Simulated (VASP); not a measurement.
# Au (Fm-3m) in VASP: settings compared

One crystal, Au, is run at these levels: PBE, PBEsol; tasks: relaxation of cell and atoms.

Program: VASP 6.6.1. These are calculated values, not measurements. Logs are shortened: lines on timing, memory, paths and dates and some standing lists are left out, and cuts for length are marked.

### 1 Starting point

Symmetry: Fm-3m, No. 225, cubic system. Conventional cell: a = 4.070 Å, b = 4.070 Å, c = 4.070 Å, α = 90.00°, β = 90.00°, γ = 90.00°. Au (site symmetry m-3m) has 12 Au at 2.88 Å as nearest neighbours.

### 2 Relaxation of cell and atoms, PBE

INCAR reads:

```
  PREC = Accurate
  ENCUT = 300
  EDIFF = 1E-6
  ISMEAR = 1
  SIGMA = 0.1
  LREAL = False
  LASPH = True
  NELM = 80
  ALGO = Normal
  ISIF = 3
  LWAVE = False
  LCHARG = False
  GGA = PE
  IBRION = 2
  NSW = 90
  EDIFFG = -0.01
```

KPOINTS reads:

```
Automatic mesh
0
Gamma
  8 8 8
```

POSCAR reads:

```
Au
1.0
    0.0000000000      2.0350000000      2.0350000000
    2.0350000000      0.0000000000      2.0350000000
    2.0350000000      2.0350000000      0.0000000000
Au
1
Direct
    0.0000000000      0.0000000000      0.0000000000
```

Potentials or basis: VASP PAW PBE potentials, release 64 (Au).

Started as:

```console
$ cat potpaw_PBE.64/Au/POTCAR > POTCAR
$ mpirun -np 1 vasp_std > vasp.out
```

OUTCAR:

```text
PREC = Accurate
   ENCUT = 300
   EDIFF = 1E-6
   ISMEAR = 1
   LREAL = False
   LASPH = True
   NELM = 80
   ISIF = 3
   GGA = PE
   IBRION = 2
   NSW = 90
   EDIFFG = -0.01

 ion  position               nearest neighbor table
   1  0.000  0.000  0.000-

  LATTYP: Found a face centered cubic cell.
 ALAT       =     4.0700000000

  Lattice vectors:

 A1 = (   0.0000000000,   2.0350000000,   2.0350000000)
 A2 = (   2.0350000000,   0.0000000000,   2.0350000000)
 A3 = (   2.0350000000,   2.0350000000,   0.0000000000)

Analysis of symmetry for initial positions (statically):
=====================================================================
 Subroutine PRICEL returns:
 Original cell was already a primitive cell.

 Routine SETGRP: Setting up the symmetry group for a
 face centered cubic supercell.

 Subroutine GETGRP returns: Found 48 space group operations
 (whereof 48 operations were pure point group operations)
 out of a pool of 48 trial point group operations.

The static configuration has the point symmetry O_h .

Analysis of symmetry for dynamics (positions and initial velocities):
=====================================================================
 Subroutine PRICEL returns:
 Original cell was already a primitive cell.

 Routine SETGRP: Setting up the symmetry group for a
 face centered cubic supercell.

 Subroutine GETGRP returns: Found 48 space group operations
 (whereof 48 operations were pure point group operations)
 out of a pool of 48 trial point group operations.

The dynamic configuration has the point symmetry O_h .

 Subroutine INISYM returns: Found 48 space group operations
 (whereof 48 operations are pure point group operations),
 and found     1 'primitive' translations

----------------------------------------------------------------------------------------

                                     Primitive cell

  volume of cell :      16.8548

  direct lattice vectors                    reciprocal lattice vectors
     0.000000000  2.035000000  2.035000000    -0.245700246  0.245700246  0.245700246
     2.035000000  0.000000000  2.035000000     0.245700246 -0.245700246  0.245700246
     2.035000000  2.035000000  0.000000000     0.245700246  0.245700246 -0.245700246

  length of vectors
     2.877924599  2.877924599  2.877924599     0.425565309  0.425565309  0.425565309

  position of ions in fractional coordinates (direct lattice)
     0.000000000  0.000000000  0.000000000

  ion indices of the primitive-cell ions
   primitive index   ion index
                 1           1

----------------------------------------------------------------------------------------

 KPOINTS: Automatic mesh

Automatic generation of k-mesh.
 Grid dimensions read from file:
 generate k-points for:    8    8    8

 Generating k-lattice:

  Cartesian coordinates                     Fractional coordinates (reciprocal lattice)
    -0.030712531  0.030712531  0.030712531     0.125000000  0.000000000  0.000000000
     0.030712531 -0.030712531  0.030712531     0.000000000  0.125000000  0.000000000
     0.030712531  0.030712531 -0.030712531     0.000000000  0.000000000  0.125000000

  Length of vectors
     0.053195664  0.053195664  0.053195664

  Shift w.r.t. Gamma in fractional coordinates (k-lattice)
     0.000000000  0.000000000  0.000000000

 Subroutine IBZKPT returns following result:
 ===========================================

 Found     29 irreducible k-points:

 Following reciprocal coordinates:
            Coordinates               Weight
  0.000000  0.000000  0.000000      1.000000
  0.125000  0.000000  0.000000      8.000000
  0.250000  0.000000  0.000000      8.000000
  0.375000  0.000000  0.000000      8.000000
  0.500000  0.000000  0.000000      4.000000
  0.125000  0.125000  0.000000      6.000000
[... 16 lines left out ...]
  0.500000  0.250000  0.125000     48.000000
 -0.375000  0.250000  0.125000     24.000000
 [... further k-points ...]
   k-points           NKPTS =     29   k-points in BZ     NKDIM =     29   number of bands    NBANDS=      9
   number of dos      NEDOS =    301   number of ions     NIONS =      1
   total plane-waves  NPLWV =   4096
   dimension x,y,z NGX =    16 NGY =   16 NGZ =   16
   dimension x,y,z NGXF=    32 NGYF=   32 NGZF=   32
   ions per type =               1
   NGX,Y,Z   is equivalent  to a cutoff of   9.24,  9.24,  9.24 a.u.
   NGXF,Y,Z  is equivalent  to a cutoff of  18.49, 18.49, 18.49 a.u.
 SYSTEM =  unknown system
   PREC   = accura    normal or accurate (medium, high low for compatibility)
   ISTART =      0    job   : 0-new  1-cont  2-samecut
   ICHARG =      2    charge: 1-file 2-atom 10-const
   ISPIN  =      1    spin polarized calculation?
   LNONCOLLINEAR =      F non collinear calculations
   LSORBIT =      F    spin-orbit coupling
   LASPH  =      T    aspherical Exc in radial PAW
   ENCUT  =  300.0 eV  22.05 Ry    4.70 a.u.   4.06  4.06  4.06*2*pi/ulx,y,z
   NELM   =     80;   NELMIN=  2; NELMDL= -5     # of ELM steps
   EDIFF  = 0.1E-05   stopping-criterion for ELM
   LREAL  =      F    real-space projection
   EDIFFG = -.1E-01   stopping-criterion for IOM
   NSW    =     90    number of steps for IOM
   IBRION =      2    ionic relax: 0-MD 1-quasi-New 2-CG
   NFREE  =      1    steps in history (QN), initial steepest desc. (CG)
   ISIF   =      3    stress and relaxation
   ISYM   =      2    0-nonsym 1-usesym 2-fastsym
   POTIM  = 0.5000    time-step for ionic-motion
   TEBEG  =    0.0;   TEEND  =   0.0 temperature during run
   PSTRESS=    0.0 pullay stress
   NELECT =      11.0000    total number of electrons
   NUPDOWN=      -1.0000    fix difference up-down
   EMIN   =  10.00;   EMAX   =-10.00  energy-range for DOS
   EFERMI =   0.00;   METHOD = LEGACY
   ISMEAR =     1;   SIGMA  =   0.10  broadening in eV -4-tet -1-fermi 0-gaus
   EFERMI_NEDOS =   21; number of points for ismear=-14 and -15
   IALGO  =     38    algorithm
   IMIX   =      4    mixing-type and parameters
     AMIX     =   0.40;   BMIX     =  1.00
     AMIX_MAG =   1.60;   BMIX_MAG =  1.00
  volume/ion in A,a.u.               =      16.85       113.74
  Fermi-wavevector in a.u.,A,eV,Ry     =   1.420032  2.683470 27.436005  2.016489
  Thomas-Fermi vector in A             =   2.540990
   LORBIT       =      0    0 simple, 1 ext, 2 COOP (PROOUT), +10 PAW based schemes
   GGA     = PE    functional components
   LHFCALC =     F    Hartree Fock is set to
   AEXX    =    0.0000 exact exchange contribution
   IVDW    =     0    specifies the selected vdW correction
   LEPSILON=     F    determine dielectric tensor
   LRPA    =     F    only Hartree local field effects (RPA)
 conjugate gradient relaxation of ions
 non-spin polarized calculation
 Methfessel and Paxton  Order N= 1 SIGMA  =   0.10
  energy-cutoff  :      300.00
  volume of cell :       16.85
 maximum number of plane-waves:       210
   NGX =  9   NGY =  9   NGZ =  9

--------------------------------------- Ionic step        1  -------------------------------------------

 number of electron      11.0000002 magnetization

 Free energy of the ion-electron system (eV)
  ---------------------------------------------------
  ext. energy  EPLUGINS =         0.00000000
  ---------------------------------------------------
  free energy    TOTEN  =        -3.15088964 eV

  energy without entropy =       -3.14990529  energy(sigma->0) =       -3.15056152

------------------------ aborting loop because EDIFF is reached ----------------------------------------

  FORCE on cell =-STRESS in cart. coord.  units (eV):
  Direction    XX          YY          ZZ          XY          YZ          ZX
  --------------------------------------------------------------------------------------
  -------------------------------------------------------------------------------------
  Total        1.1387443      1.1387443      1.1387443     -0.0000000      0.0000000      0.0000000
  in kB      108.2464280    108.2464280    108.2464280     -0.0000000      0.0000000      0.0000000
  external PRESSURE =     108.2464280 kB  Pullay stress =       0.0000000 kB

 VOLUME and BASIS-vectors are now :
 -----------------------------------------------------------------------------
  energy-cutoff  :      300.00
  volume of cell :       16.85
      direct lattice vectors                 reciprocal lattice vectors
     0.000000000  2.035000000  2.035000000    -0.245700246  0.245700246  0.245700246
     2.035000000  0.000000000  2.035000000     0.245700246 -0.245700246  0.245700246
     2.035000000  2.035000000  0.000000000     0.245700246  0.245700246 -0.245700246
[... 71 lines left out ...]
 POSITION                                       TOTAL-FORCE (eV/Angst)
 -----------------------------------------------------------------------------------
      0.00000      0.00000      0.00000         0.000000      0.000000      0.000000
 -----------------------------------------------------------------------------------
    total drift:                                0.000000      0.000000     -0.000000

  FREE ENERGIE OF THE ION-ELECTRON SYSTEM (eV)
  ---------------------------------------------------
  free  energy   TOTEN  =        -3.1863568846 eV

  energy  without entropy=       -3.1853291129  energy(sigma->0) =       -3.18601429

--------------------------------------- Ionic step        4  -------------------------------------------

 number of electron      11.0000005 magnetization

 Free energy of the ion-electron system (eV)
  ---------------------------------------------------
  ext. energy  EPLUGINS =         0.00000000
  ---------------------------------------------------
  free energy    TOTEN  =        -3.18637738 eV

  energy without entropy =       -3.18534992  energy(sigma->0) =       -3.18603489

 E-fermi :   8.4713     XC(G=0): -12.3917

 val. band max:        8.4242237906   @ k =   0.5000   0.2500   0.1250
 cond. band min:       8.7004361130   @ k =   0.5000   0.3750   0.1250
 fundamental gap:      0.2762123224
 Fermi energy:         8.4713099020

 k-point     1 :       0.0000    0.0000    0.0000
  band No.  band energies     occupation
      1      -0.7041      2.00000
      2       4.1981      2.00000
      3       4.1981      2.00000
      4       4.1981      2.00000
      5       5.5746      2.00000
      6       5.5746      2.00000
      7      23.1779      0.00000
      8      26.8604      0.00000
      9      26.8604      0.00000

 k-point     2 :       0.1250    0.0000    0.0000
  band No.  band energies     occupation
      1      -0.1976      2.00000
      2       4.0623      2.00000
      3       4.3487      2.00000
      4       4.3487      2.00000
      5       5.5233      2.00000
      6       5.5233      2.00000
      7      23.4617      0.00000
      8      24.3780      0.00000
      9      27.3810      0.00000
[... 253 lines left out ...]
 k-point    24 :      -0.3750    0.2500    0.1250
  band No.  band energies     occupation
      1       2.7223      2.00000
      2       3.5997      2.00000
      3       4.6246      2.00000
      4       4.9630      2.00000
      5       6.5413      2.00000
      6      11.2037      0.00000
      7      11.4206      0.00000
      8      20.3488      0.00000
      9      21.4027      0.00000

 [... further k-points ...]

------------------------ aborting loop because EDIFF is reached ----------------------------------------

  FORCE on cell =-STRESS in cart. coord.  units (eV):
  Direction    XX          YY          ZZ          XY          YZ          ZX
  --------------------------------------------------------------------------------------
  -------------------------------------------------------------------------------------
  Total       -0.0043154     -0.0043154     -0.0043154      0.0000000      0.0000000      0.0000000
  in kB       -0.3841948     -0.3841948     -0.3841948      0.0000000      0.0000000      0.0000000
  external PRESSURE =      -0.3841948 kB  Pullay stress =       0.0000000 kB

 VOLUME and BASIS-vectors are now :
 -----------------------------------------------------------------------------
  energy-cutoff  :      300.00
  volume of cell :       18.00
      direct lattice vectors                 reciprocal lattice vectors
     0.000000000  2.079939646  2.079939646    -0.240391591  0.240391591  0.240391591
     2.079939646  0.000000000  2.079939646     0.240391591 -0.240391591  0.240391591
     2.079939646  2.079939646  0.000000000     0.240391591  0.240391591 -0.240391591

 POSITION                                       TOTAL-FORCE (eV/Angst)
 -----------------------------------------------------------------------------------
      0.00000      0.00000      0.00000         0.000000     -0.000000     -0.000000
 -----------------------------------------------------------------------------------
    total drift:                                0.000000      0.000000     -0.000000

  FREE ENERGIE OF THE ION-ELECTRON SYSTEM (eV)
  ---------------------------------------------------
  free  energy   TOTEN  =        -3.1863773822 eV

  energy  without entropy=       -3.1853499194  energy(sigma->0) =       -3.18603489

 reached required accuracy - stopping structural energy minimisation
```

Wall time 7.1 s (1 thread of Intel Xeon Platinum 8559C (Emerald Rapids), shared host); peak memory 0.11 GiB.

Results:

```yaml
Free_energy: -3.1864 eV
Relaxed_volume: 18.00 Å³/atom
Relaxed_cell: a = 2.941 Å, b = 2.941 Å, c = 2.941 Å, α = 60.00°, β = 60.00°, γ = 60.00°
Space_group_after_relaxing_to_0.05_Å: Fm-3m (No. 225)
Energy_gained_by_relaxing: 35.5 meV/atom
Ionic_steps: 4
Pressure_after_relaxing: 0.0 GPa
Band_gap_on_the_k_mesh: none (metal or under the smearing width)
```

The path:
```tsv
step	energy change (eV)	largest force (eV/Å)	pressure (GPa)	volume (Å³)
1	0.0000	0.0000	10.82	16.85
2	0.0255	0.0000	-9.74	19.79
3	-0.0355	0.0000	-0.21	18.02
4	-0.0355	0.0000	-0.04	18.00
```

Final structure:
```cif
data_structure
_symmetry_space_group_name_H-M 'P 1'
_symmetry_Int_Tables_number 1
_cell_length_a 2.9415
_cell_length_b 2.9415
_cell_length_c 2.9415
_cell_angle_alpha 60.000
_cell_angle_beta 60.000
_cell_angle_gamma 60.000
_cell_volume 18.00
loop_
_atom_site_label
_atom_site_type_symbol
_atom_site_fract_x
_atom_site_fract_y
_atom_site_fract_z
_atom_site_occupancy
Au1 Au 0.00000 0.00000 0.00000 1
```

Levels at points of the mesh, in eV from the Fermi level:
```csv
k point,band 3,band 4,band 5,band 6,band 7,band 8,band 9
"(0.00, 0.00, 0.00)",-4.27,-4.27,-2.90,-2.90,14.71,18.39,18.39
"(0.50, 0.00, 0.00)",-4.31,-1.81,-1.81,-0.59,2.91,14.14,16.83
"(0.50, 0.50, 0.00)",-1.85,-1.52,-1.52,1.29,5.46,9.97,9.97
```

The run has no spin-orbit coupling, so splittings on Au are missing. PBE usually gives volumes a little too large and moduli too small.

(Part 1 of 2 ends here.)
